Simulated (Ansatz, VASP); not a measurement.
# Two plane-wave programs on AlNi

```
Al Ni
1.0
     2.86330    0.00000    0.00000
     0.00000    2.86330    0.00000
     0.00000    0.00000    2.86330
Al Ni
1 1
Direct
  0.00000 0.00000 0.00000
  0.50000 0.50000 0.50000
```

Alike in both runs: functional r2SCAN; k mesh 12 × 12 × 12; occupations fermi-dirac, width 0.05 eV; no spin polarisation.

Ansatz relaxed the structure, and its values are those at the end. VASP's run is a single point on that final structure, the one shown.

|  | VASP | Ansatz |
| --- | --- | --- |
| version | VASP 6.6.1 | Ansatz 0.2.0 |
| potentials or method | VASP PAW PBE potentials, release 64 (Al, Ni) | PAW with Ansatz's default frozen-core files, scalar-relativistic |
| plane-wave cutoff (eV) | 520 | 500 |
| valence electrons in the cell | 13 | 21 |

Ansatz gave:

| Item | Value |
| --- | --- |
| pressure (GPa) | 0.0 |

Q: What did VASP give for the same quantities?

A: Pressure (GPa): -0.2.

With one functional, cell and mesh, what is left measures potentials, basis and numerics. The two sets of potentials don't hold the same shells in valence.

Caveats: the PAW data sets were made with another functional, which shifts forces and pressure a little (VASP). Spin polarisation is off, so any magnetic state and its effect on volume and gap are missing.
